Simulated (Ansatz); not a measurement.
## How far is this GaP from the hull?

Level of theory: DFT PBE, scalar-relativistic, plane waves, PAW (Ansatz 0.2.0). All cells share a 420 eV cutoff and Γ-centred k meshes spaced at most about 0.3 Å⁻¹ (about 0.25 or finer for metals, 2π included). No spin polarisation.

Energies over the elements count from the elements' standard structures at the same level, with no fitted energy shifts. The references include black phosphorus.

All energies are static (0 K, no zero-point motion). The reference form of P is held partly by dispersion forces, which this level lacks.

The competitors are the elements and 1 reference phase of this chemical system (from databases or known types: GaP), relaxed at the same level; other known phases may be missing.

The candidate was reached from: random cell.

```
CELL_PARAMETERS angstrom
-2.41904 2.41904 2.86557
2.41904 -2.41904 2.86557
2.41904 2.41904 -2.86557
ATOMIC_POSITIONS crystal
Ga 0.75000 0.25000 0.50000
Ga 0.00000 0.00000 0.00000
P 0.50000 0.50000 0.00000
P 0.25000 0.75000 0.50000
```

Q: Where does it stand against these competitors?

A: Not the lowest form: another structure of the same formula lies lower. Its formation energy is 0.363 eV/atom. The lowest competing phase at this composition is this:

```
phase      space group             source  share of atoms  ΔE_f (eV/atom)
  GaP  F-43m (No. 216)  Materials Project          1.0000          -0.432
```

The candidate lies 0.79 eV/atom above this phase. The candidate matches no cell in the subsets of the Crystallography Open Database and the Materials Project at hand. The margin is far too high for a likely synthesis.
